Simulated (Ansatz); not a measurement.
# HgTe: the cost of one run

Method: DFT PBE, scalar-relativistic, plane waves, PAW, in Ansatz 0.2.0.

### 1 The system as given

The structure is cubic, space group Fm-3m (No. 225). Conventional cell: a = 6.360 Å, b = 6.360 Å, c = 6.360 Å, α = 90.00°, β = 90.00°, γ = 90.00°. Hg (site symmetry m-3m) is surrounded by 6 Te at 3.18 Å. Te (site symmetry m-3m) is surrounded by 6 Hg at 3.18 Å.

Structure file:

```cif
data_structure
_symmetry_space_group_name_H-M 'Fm-3m'
_symmetry_Int_Tables_number 225
_cell_length_a 6.3600
_cell_length_b 6.3600
_cell_length_c 6.3600
_cell_angle_alpha 90.000
_cell_angle_beta 90.000
_cell_angle_gamma 90.000
_cell_volume 257.26
loop_
_atom_site_label
_atom_site_type_symbol
_atom_site_symmetry_multiplicity
_atom_site_Wyckoff_symbol
_atom_site_fract_x
_atom_site_fract_y
_atom_site_fract_z
_atom_site_occupancy
Hg1 Hg 4 a 0.00000 0.00000 0.00000 1
Te1 Te 4 b 0.50000 0.00000 0.00000 1
```

The structure comes from the Crystallography Open Database.

### 2 Ground state at the listed geometry

File input.yaml:

```yaml
crystal:
  lattice:
    - [0.0, 3.18, 3.18]
    - [3.18, 0.0, 3.18]
    - [3.18, 3.18, 0.0]
  atoms:
    - { symbol: Hg, position: [0.0, 0.0, 0.0] }
    - { symbol: Te, position: [0.5, 0.5, 0.5] }
basis:
  ecutwfc: 420
  fft_grid_basis: typed
kpoints:
  mp_grid: { grid: [8, 8, 8] }
hamiltonian:
  xc: pbe
  pseudopotentials: { kind: paw }
scf:
  occupations: { method: gaussian, width: 0.05 }
output:
  forces: true
  stress: true
  eigenvalues: true
  bader: true
  write_density: true
  volumetric_format: npy
  elf: true
```

Started as:

```sh
$ ansatz run input.yaml --threads 1 --pin off --max-ram 2560MiB --backend cpu --events-out ev --progress --plain --runs-dir out
```

What time and memory should one allow on 1 thread of Arm Neoverse N1, shared host?

About 16 s, with a peak of 0.34 GiB.
